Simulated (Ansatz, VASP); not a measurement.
## TaN in VASP and in Ansatz

```
Ta N
1.0
     2.89829    0.00000    0.00000
    -1.44915    2.51000    0.00000
     0.00000    0.00000    2.84404
Ta N
1 1
Direct
  0.33333 0.66667 0.50000
  0.00000 0.00000 0.00000
```

Alike in both runs: task single point; functional PBE; k mesh 10 × 10 × 9; occupations fermi-dirac, width 0.05 eV; no spin polarisation.

|  | VASP | Ansatz |
| --- | --- | --- |
| version | VASP 6.6.1 | Ansatz 0.2.0 |
| potentials or method | VASP PAW PBE potentials, release 64 (Ta_pv, N) | Ansatz PAW |
| plane-wave cutoff (eV) | 520 | 420 |
| valence electrons in the cell | 16 | 18 |

|  | VASP | Ansatz | Ansatz less VASP |
| --- | --- | --- | --- |
| gap on the k mesh at the Fermi level (eV) | none | none | - |
| pressure (GPa) | 21.5 | 20.6 | -0.89 |
| largest component of the traceless stress (GPa) | 2.07 | 1.93 | -0.137 |

A gap of «none» marks a metal or a gap that the smearing closes. The two sets of potentials don't hold the same shells in valence.

Caveats: so large a pressure means that the cell lies far from this level's equilibrium, or that cutoff or potentials fall short (VASP); the pressure holds a Pulay correction of +0.5 GPa for the finite cutoff (Ansatz). Spin-orbit coupling is left out, which matters for the levels of Ta.
